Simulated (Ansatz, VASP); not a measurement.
Given: the input of a run of Ansatz 0.2.0 on Fe.

The input input.yaml:

```yaml
crystal:
  lattice:
    - [-1.443, 1.443, 1.443]
    - [1.443, -1.443, 1.443]
    - [1.443, 1.443, -1.443]
  atoms:
    - { symbol: Fe, position: [0.0, 0.0, 0.0], spin: 3.0 }
kpoints:
  mp_grid: { grid: [13, 13, 13] }
scf:
  occupations: { method: gaussian, width: 0.025 }
hamiltonian:
  xc: pbe
  pseudopotentials: { kind: all_electron, lapw: { basis_error: 0.001 } }
magnetization:
  spin_polarized: true
output:
  forces: true
  stress: true
  eigenvalues: true
```

Potentials or basis: all-electron LAPW, scalar-relativistic.

Command:

```sh
$ ansatz run input.yaml --threads 2 --pin off --max-ram 6144MiB --backend cpu --events-out ev --progress --plain --runs-dir out
```

Problem. Set up the same calculation for VASP 6.6.1. Potentials there: VASP PAW PBE potentials, release 64 (Fe).

Solution. As run (the cutoff follows the program's own potentials):

File INCAR:

```
PREC = Accurate ; ENCUT = 520
EDIFF = 1E-6 ; ISMEAR = 0
SIGMA = 0.025 ; LREAL = False
LASPH = True ; NELM = 150
ALGO = Fast ; ISIF = 2
LWAVE = False ; LCHARG = True
ISPIN = 2 ; MAGMOM = 3
LORBIT = 11 ; LMAXMIX = 4
GGA = PE ; LELF = True
LVHAR = True ; NBANDS = 14
```

The input KPOINTS:

```
Automatic mesh
0
Gamma
  13 13 13
```

POSCAR

```
Fe
1.0
   -1.4430000000      1.4430000000      1.4430000000
    1.4430000000     -1.4430000000      1.4430000000
    1.4430000000      1.4430000000     -1.4430000000
Fe
1
Direct
    0.0000000000      0.0000000000      0.0000000000
```

Potentials or basis: VASP PAW PBE potentials, release 64 (Fe).

Launch:

```bash
$ cat potpaw_PBE.64/Fe/POTCAR > POTCAR
$ mpirun -np 1 vasp_std > vasp.out
```

Both were run:

|  | VASP | Ansatz | Ansatz less VASP |
| --- | --- | --- | --- |
| gap on the k mesh at the Fermi level (eV) | none | none | - |
| pressure (GPa) | -9.5 | -9.8 | -0.26 |
| net moment per atom (μB) | 2.28 | 2.24 | -0.037 |
| size of the moment on the site where the two differ most (μB) | 2.29 | 2.31 | +0.017 |

Site moments also hang on the region over which each program counts them. A gap of «none» marks a metal or a gap that the smearing closes. Ansatz ran all-electron here, so the differences hold the error of VASP's frozen core and of both bases.
